At 49 Ry the pressure of this rhodium crystal comes out as 7.462 GPa, within 0.01 GPa of the value at the highest cutoff. Raise the cutoff to 63 Ry and the energy error shrinks to a third, yet the pressure falls to 7.007 GPa. A better basis has given a worse pressure. The row at 63 Ry looks wrong, but it is the good agreement at 49 Ry that misleads.

Quantum ESPRESSO 7.5 calculations for fcc rhodium in a fixed cell, using PBE, SG15 PBE 1.2 norm-conserving pseudopotentials, no spin polarisation, a 12×12×12 k mesh and Fermi-Dirac smearing of 0.05 eV. The sweep value is the wavefunction cutoff in Ry; the density cutoff is four times as high. Energies are free energies relative to the value at 105 Ry.

```csv
sweep density cutoff (eV),sweep value,energy less tightest (meV/atom),pressure (GPa)
1524,28,228.35,-20.154
1905,35,36.06,7.389
2286,42,21.11,6.851
2667,49,16.44,7.462
3048,56,13.12,7.055
3429,63,5.37,7.007
3810,70,1.11,7.290
4572,84,0.06,7.466
5714,105,0.00,7.467
```

The cutoff meant here is the sweep value, in Ry. It sets the shortest wavelength available to describe the electrons, much as a mesh size sets the finest detail in an engineering simulation. The density cutoff in the first column rises in proportion. Errors in energy and pressure are counted from the row at 105 Ry.

## Two quantities, two kinds of convergence

The energy behaves as a variational quantity should: each enlargement of the basis lowers it. It does so unevenly, however. The first step, from 28 to 35 Ry, removes 84% of the energy error present at 28 Ry. The descent then slows, and from 42 to 56 Ry there is a slow stretch. A second, faster descent follows up to 70 Ry, and after 84 Ry hardly anything is left to gain.

The pressure follows another pattern. It is nearly right at 35 Ry, too low at 42 Ry, nearly right at 49 Ry, and too low again from 56 to 70 Ry. It settles only at 84 Ry. In no row does it lie above its final value, and this one-sidedness points to the cause.

## Why stretching the cell costs too much

The program obtains the pressure from the response of the energy to a small strain, with the list of plane waves held fixed. When the cell expands, every wave on that list is stretched with it. The same number of waves now describes the electrons with less fine detail, so the energy rises for a reason that has nothing to do with the metal. This false cost of expansion acts like an inward pull and makes the pressure too low. It is known as Pulay stress.

Its size follows from counting waves. Their number is proportional to $V E_c^{3/2}$, where $V$ is the volume per atom and $E_c$ the cutoff. If the number stays fixed while $V$ grows, the effective cutoff must fall as $V^{-2/3}$. Suppose also that the energy error at a given cutoff hardly changes with volume. The pressure error is then

$$
\Delta P \approx \frac{2}{3V}\,\frac{dE}{d\ln E_c},
$$

with $E$ the energy per atom. Since $E$ falls as the cutoff rises, $\Delta P$ is negative.

The formula contains the slope of the energy curve, not its height above the limit. An energy can be far from converged and momentarily flat, and the pressure then looks excellent. It can also be close to its limit and still descending, and the pressure is then poor. The second case fits the row at 63 Ry. Whether the first applies at 49 Ry remains open, because the steps of the table are too coarse to show a flat spot there.

## One step worked through

Take the step from 56 to 63 Ry, where the second descent begins. The energy changes by $5.37-13.12=-7.75$ meV per atom, and $\ln(63/56)=0.118$. With 13.67 Å³ per atom and 160.2 GPa to one eV/Å³,

$$
\Delta P \approx \frac{2}{3\times 13.67}\times\frac{-0.00775}{0.118}\times 160.2
\approx -0.51\ \text{GPa}.
$$

The computed pressure errors at the two ends of the step are −0.41 and −0.46 GPa. The formula has no adjustable constant, so this row had no part in tuning it. An energy change of less than 8 meV thus accounts for about half a gigapascal.

From 42 Ry upwards the estimate agrees with the mean error of the two step ends to about 0.05 GPa (root mean square), as the printed analysis below shows. It does worse where the slope changes quickly within a step. Between 28 and 35 Ry it gives −6.7 GPa, while the errors at the ends are −27.6 and −0.08 GPa. The energy curve must be far steeper near 28 Ry than near 35 Ry, and an average over the step can represent neither end.

The step from 35 to 42 Ry is harder to account for. The average slope implies −0.64 GPa, slightly more than the error at 42 Ry and far more than that at 35 Ry. Perhaps the curve is steepest somewhere inside the step. Perhaps a small error of another origin, such as the coarser density grid, happens to cancel part of the Pulay stress at 35 Ry. A few cutoffs in between would decide.

A simpler idea would be that the pressure error shrinks in proportion to the remaining energy error. With one constant fitted to the seven steps from 35 Ry upwards, that rule misses by 0.16 GPa on average (root mean square), against 0.12 GPa for the slope formula on the same steps. The averages alone hardly separate the two. The step from 56 to 63 Ry does: its mean pressure error is −0.44 GPa, for which the slope formula gives −0.51 GPa and proportionality only −0.15 GPa. Proportionality would also make 49 Ry three times worse than 63 Ry, and the computed pressures show the reverse.

## Why the energy descends in stages

The slope has a physical meaning of its own. Add one plane wave of high kinetic energy $T$, and let the electrons use it with a small amplitude $c$. Its kinetic energy costs $T|c|^2$, while its coupling to the rest of the wavefunction gains twice as much at the best amplitude. The net gain is $T|c|^2$, so the slope of the energy curve records how much of the electrons' wavefunction lies at each short wavelength.

Very little of it needs to lie there. Near 60 Ry a plane wave carries about 800 eV of kinetic energy. A gain of several meV then corresponds to roughly a hundred-thousandth of an electron, out of the 17 treated explicitly for each atom. This is an order of magnitude, but it explains why such a slight deficiency in the wavefunction is visible in the energy and plain in the pressure.

The compact 4s, 4p and 4d orbitals of rhodium should supply most of this short-wavelength content. A pseudopotential smooths them inside a core radius. Broken down into plane waves, an orbital smoothed in this way need not fade evenly towards short wavelengths. Its amplitude can pass through zeros, with weaker lobes beyond them. A cutoff moving through a weak region gains little energy, and one moving through the next lobe gains more again. This is the natural reading of the slow stretch and the second descent, though it rests on the general behaviour of such orbitals and not on an analysis of these ones.

On this reading, most of the irregular pressures fall into place. At 28 Ry the cutoff still cuts off the tail of the main lobe, where the energy curve is steep, and the pressure is so wrong that it changes sign: a crystal under compression appears to be under tension. The cause of the excellent value at 49 Ry is less certain. The slope adds up the contributions of all the orbitals, so the energy curve is flat only where all of them are weak at the same wavelength. Either that happens near 49 Ry, or another small error, such as that of the density grid, cancels the Pulay stress there. In both cases the agreement is local and is lost again at the next cutoff. At 56 and 63 Ry the next lobe is being taken in, at 70 Ry most of it has been, and by 84 Ry the slope has almost vanished.

## What to do about it

The 7.467 GPa that remains at 105 Ry should not be mistaken for a cutoff error. It means that the functional, with this pseudopotential, k mesh and smearing, prefers a larger cell than the one supplied. A higher cutoff will not remove it; letting the cell expand will.

For energies to within 10 meV per atom, 63 Ry is enough here. For 1 meV, 70 Ry just falls short and 84 Ry is the first listed value that serves. Pressures to within 0.1 GPa also call for 84 Ry, even though 35 and 49 Ry meet that bound on paper. If only a lower cutoff is affordable, it is safer to compute energies at several volumes with the cutoff fixed and take the pressure from their curve, because an error that hardly depends on volume then drops out.

To choose a cutoff for pressure, look at how fast the energy is still moving, not at whether one pressure happens to agree with the best one. For this cell, 0.1 GPa corresponds to an energy change of about 1 meV per atom when the cutoff is raised by a tenth. Apply that limit to the step leading up to each cutoff, scaled to the length of the step: every step ending at 70 Ry or below fails, and the one ending at 84 Ry passes.

The analysis program printed:

```
Pressure error at each cutoff and values for the step that ends there:
   row  cutoff in Ry  pressure error in GPa  slope estimate for step in GPa  mean error of step ends in GPa  energy error removed by step in percent  added weight in millionths of an electron
  1524            28                 -27.62                             n/a                             n/a                                      n/a                                        n/a
  1905            35                 -0.078                          -6.733                          -13.85                                    84.21                                      448.7
  2286            42                 -0.616                         -0.6407                          -0.347                                    41.46                                      28.54
  2667            49                 -0.005                         -0.2367                         -0.3105                                    22.12                                      7.544
  3048            56                 -0.412                         -0.1943                         -0.2085                                    20.19                                      4.648
  3429            63                  -0.46                         -0.5141                          -0.436                                    59.07                                      9.573
  3810            70                 -0.177                         -0.3159                         -0.3185                                    79.33                                      4.708
  4572            84                 -0.001                          -0.045                          -0.089                                    94.59                                      1.002
  5714           105                      0                       -0.002101                         -0.0005                                      100                                    0.04667
Pressure left at the tightest cutoff in GPa: 7.467
Share of the whole energy drop that falls in the first step in percent: 84.21
Energy drop from 42 to 56 Ry in meV per atom: 7.99
Energy drop from 56 to 70 Ry in meV per atom: 12.01
Energy error at 49 Ry over that at 63 Ry: 3.061
Rms miss of the slope estimate for steps from 35 Ry up in GPa: 0.1195
Rms miss of the slope estimate for steps from 42 Ry up in GPa: 0.04778
Pressure error summed over log cutoff from 35 Ry up in GPa: -0.2402
Same sum expected from the energy drop in GPa: -0.2818
fit of pmid on 7 rows (cut > 35): coefficient of emid -0.01613 +/- 0.0044; rms 0.157, worst 3429 0.287, leave-one-out rms 0.184
  rows outside the fit (model, value, miss): 1905 -2.133, -13.85, 11.7
Largest shift of a 49 Ry plane wave by the k vector to first order in Ry: 13.71
```
